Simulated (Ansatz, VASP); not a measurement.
**Cross-check of Hf16O33 between VASP and Ansatz**

One calculation is typed for both programs; each brings its own data sets and cutoff. How far apart do they land? The structure shown is the end of the VASP relaxation below.

Main program and level: Ansatz 0.2.0; plane waves, with VASP 6.6.1 beside it; single point at PBEsol.

**1. Set-up**

The cell holds 49 atoms: 16 Hf and 33 O. Its edges and angles: a = 9.447 Å, b = 8.418 Å, c = 9.447 Å, α = 110.8°, β = 113.9°, γ = 108.2°. It derives from HfO2. Nearest the centre at fractional (0.250, 0.250, 0.000): O49 at 0.02 Å, Hf6 at 2.09 Å, Hf13 at 2.11 Å, O22 at 2.22 Å, O29 at 2.23 Å, O26 at 2.40 Å, O17 at 2.41 Å, O40 at 2.68 Å. The cell carries charge −1.

**2. VASP: relaxation, PBEsol**

This run makes the geometry at which the two programs are then compared.

Lines of VASP's logs that name or quote its potential files are left out, and so is its time.

File INCAR:

```
SYSTEM = Hf16O33
PREC = Normal
ENCUT = 400
EDIFF = 1E-05
NELM = 120
ISMEAR = 0
SIGMA = 0.05
LREAL = Auto
ALGO = Fast
GGA = PS
NELECT = 263
ISPIN = 2
MAGMOM = 0 0 0 0 0 0 0 0 0 0 0 0 0 0 0 0 0.6 0 0 0 0 0.6 0 0 0 0 0 0 0.6 0 0 0 0 0 0 0 0 0 0 0 0 0 0 0 0 0 0 0 0.6
LASPH = .TRUE.
LMAXMIX = 4
LORBIT = 11
LWAVE = True
LCHARG = .FALSE.
KPAR = 4
NCORE = 2
IBRION = 2
NSW = 50
ISIF = 2
EDIFFG = -0.03
POTIM = 0.4
MAXMIX = 40
ISYM = 0
```

File POSCAR:

```
Hf16O33
1.0
   -5.9673531372      5.1550931106      5.2013982453
    4.2103679982     -5.1550931106      5.1530429201
    5.9673531372      5.1550931106     -5.2013982453
Hf O
16 33
Direct
    0.5852304300      0.4944742100      0.3706138500
    0.0818768200      0.9923264200      0.3670382700
    0.0846174600      0.4919746400      0.8673276600
    0.5818768200      0.9923264200      0.8670382700
    0.8747118500      0.7576735800      0.8395504000
    0.3739876600      0.2584540100      0.8412861800
    0.3747118500      0.7576735800      0.3395504000
    0.8747118500      0.2576735800      0.3395504000
    0.4181231800      0.5076735800      0.6329617300
    0.9193691700      0.0071612400      0.6324467000
    0.9181231800      0.5076735800      0.1329617300
    0.4219557100      0.0159824400      0.1412015400
    0.1209711800      0.2413724400      0.1542216400
    0.6252881500      0.7423264200      0.1604496000
    0.6252881500      0.2423264200      0.6604496000
    0.1252881500      0.7423264200      0.6604496000
    0.5084004100      0.4591707000      0.1221475200
    0.0048688100      0.9563200200      0.1176422900
    0.0048688100      0.4563200200      0.6176422900
    0.5048688100      0.9563200200      0.6176422900
    0.6613222700      0.7936799800      0.7985487900
    0.1605343500      0.2888109300      0.7956291500
    0.1613222700      0.7936799800      0.2985487900
    0.6613222700      0.2936799800      0.2985487900
    0.4951311900      0.5436799800      0.8823577100
    0.9898422900      0.0412966700      0.8832543200
    0.9951311900      0.5436799800      0.3823577100
    0.4951311900      0.0436799800      0.3823577100
    0.3388113700      0.2067624000      0.2057158300
    0.8386777300      0.7063200200      0.2014512100
    0.8386777300      0.2063200200      0.7014512100
    0.3386777300      0.7063200200      0.7014512100
    0.8616918800      0.7143103300      0.5947293400
    0.3616918800      0.2143103300      0.5947293400
    0.3616918800      0.7143103300      0.0947293400
    0.8616918800      0.2143103300      0.0947293400
    0.3781227400      0.5385450300      0.4018855100
    0.8804190100      0.0356896700      0.3973815500
    0.8804190100      0.5356896700      0.8973815500
    0.3793480300      0.0393455300      0.8960918000
    0.1383081200      0.2856896700      0.4052706600
    0.6383081200      0.7856896700      0.4052706600
    0.6383081200      0.2856896700      0.9052706600
    0.1383081200      0.7856896700      0.9052706600
    0.6195809900      0.4643103300      0.6026184500
    0.1158829200      0.9585753600      0.5987203300
    0.1131419100      0.4606135700      0.0988204400
    0.6195809900      0.9643103300      0.1026184500
    0.2481197900      0.2507390100      0.0001700500
```

File KPOINTS:

```
Automatic mesh
0
Gamma
2 2 2
0 0 0
```

The projector-augmented-wave data sets are Hf and O (PBE family, release 64).

The run is started by

```sh
$ mpirun -np 8 vasp_std
```

Numbers of over 12 decimals in the logs are rounded to 6 here.

The log of the run:

```text
[banner, memory and clock lines left out]
running    8 mpi-ranks, on    1 nodes
[...]
|                                                                             |
|               ----> ADVICE to this user running VASP <----                  |
|                                                                             |
|     You enforced a specific xc type in the INCAR file but a different       |
|     [... a line on the potential file left out ...]
|     I HOPE YOU KNOW WHAT YOU ARE DOING!                                     |
|                                                                             |

 LDA part: xc-table for (Slater+PW92), standard interpolation
 POSCAR, INCAR and KPOINTS ok, starting setup
[...]
entering main loop
       N       E                     dE             d eps       ncg     rms          rms(c)
DAV:   1     0.135291157999E+04    0.13529E+04   -0.11963E+05  5056   0.127E+03
DAV:   2    -0.466203926197E+03   -0.18191E+04   -0.17756E+04  6264   0.307E+02
[...]
[... from here on, the cycles between the ionic steps are left out ...]
   2 F= -.50807266E+03 E0= -.50807266E+03  d E =-.193874E+01  mag=     0.9999
  24 F= -.50933222E+03 E0= -.50933222E+03  d E =-.173071E-02  mag=     1.0000
  25 F= -.50933226E+03 E0= -.50933226E+03  d E =-.177880E-02  mag=     1.0000
  26 F= -.50933387E+03 E0= -.50933387E+03  d E =-.160763E-02  mag=     1.0000
  27 F= -.50933395E+03 E0= -.50933395E+03  d E =-.168224E-02  mag=     1.0000
  28 F= -.50933512E+03 E0= -.50933512E+03  d E =-.117554E-02  mag=     1.0000
  29 F= -.50933514E+03 E0= -.50933514E+03  d E =-.119900E-02  mag=     1.0000
  30 F= -.50933603E+03 E0= -.50933603E+03  d E =-.889049E-03  mag=     1.0000
  31 F= -.50933604E+03 E0= -.50933604E+03  d E =-.898005E-03  mag=     1.0000
  32 F= -.50933653E+03 E0= -.50933653E+03  d E =-.490526E-03  mag=     1.0000
  33 F= -.50933653E+03 E0= -.50933653E+03  d E =-.490767E-03  mag=     1.0000
  34 F= -.50933686E+03 E0= -.50933686E+03  d E =-.330621E-03  mag=     1.0000
  35 F= -.50933686E+03 E0= -.50933686E+03  d E =-.331465E-03  mag=     1.0000
  36 F= -.50933708E+03 E0= -.50933708E+03  d E =-.210612E-03  mag=     1.0000
  37 F= -.50933708E+03 E0= -.50933708E+03  d E =-.217001E-03  mag=     1.0000
[...]
reached required accuracy - stopping structural energy minimisation
 writing wavefunctions
```

Parts of OUTCAR (step 2):

```text
 POSITION                                       TOTAL-FORCE (eV/Angst)
 -----------------------------------------------------------------------------------
      0.77013      2.37824      3.65575        -0.016413     -0.001966     -0.005400
      1.67568      2.34969     -1.45975         0.007468     -0.006092      0.009267
      6.78314      2.30778     -1.53427        -0.012013     -0.014081      0.006268
      5.86840      2.37547      3.63041        -0.007427     -0.013955      0.002522
      3.00035      4.88737      4.03601        -0.004376      0.003205      0.006044
      4.02079      5.00250     -1.16869         0.004131      0.001427      0.003617
      2.97423     -0.22296      4.06580         0.007780      0.023348     -0.007437
     -2.11931      4.93767      4.13970         0.001545      0.001165      0.001891
      3.41876      2.80438      1.43254         0.000512     -0.012417      0.004552
     -1.64613      7.92507      1.51507         0.001393     -0.008258     -0.002079
     -2.52954      2.77582      6.69628         0.012222      0.010941     -0.019944
     -1.69056      2.84596      1.50521         0.006503      0.010278      0.010338
      1.08050      0.15357      1.13792         0.014148      0.004956     -0.004766
      0.33550      0.26561      6.29182        -0.002297     -0.001059      0.002838
[...]
-----------------------------------------------------------------------------------
    total drift:                                0.035141     -0.021082     -0.054031

  FREE ENERGIE OF THE ION-ELECTRON SYSTEM (eV)
  ---------------------------------------------------
  free  energy   TOTEN  =      -509.3370815879 eV

  energy  without entropy=     -509.3370815879  energy(sigma->0) =     -509.33708159

 reached required accuracy - stopping structural energy minimisation

 magnetization (x)
# of ion       s       p       d       tot
------------------------------------------
    1       -0.001  -0.001  -0.005  -0.007
    2       -0.000   0.000  -0.000  -0.000
    3       -0.001  -0.001  -0.000  -0.002
    4       -0.000   0.000  -0.000  -0.000
    5       -0.000   0.000   0.001   0.001
    6       -0.002  -0.003  -0.016  -0.021
    7        0.000   0.000   0.001   0.001
    8       -0.000  -0.000   0.000   0.000
    9       -0.000   0.000  -0.000  -0.000
   10       -0.001  -0.001  -0.004  -0.006
   11       -0.000   0.000  -0.000  -0.000
   12       -0.001  -0.001  -0.001  -0.002
   13       -0.002  -0.003  -0.016  -0.021
[...]
--------------------------------------------------
tot          0.010   0.882  -0.040   0.851

[... 1 further part left out ...]
```

The data set Hf keeps the semicore shell frozen, which is cheaper and a little less accurate.

(Part 1 of 2 ends here.)

[Lines on the potential files, build, host, timing and source positions are cut from VASP's logs without a mark.]

[Logs are printed without paths, hosts, clocks, repeated set-up lines and the standing remarks that a program may print on its own settings, such as how far it seeks lower states.]

[Hosts, paths, dates, database ids (printed as entryN), source tags and the programs' standing remarks are cut or masked in the printed files.]
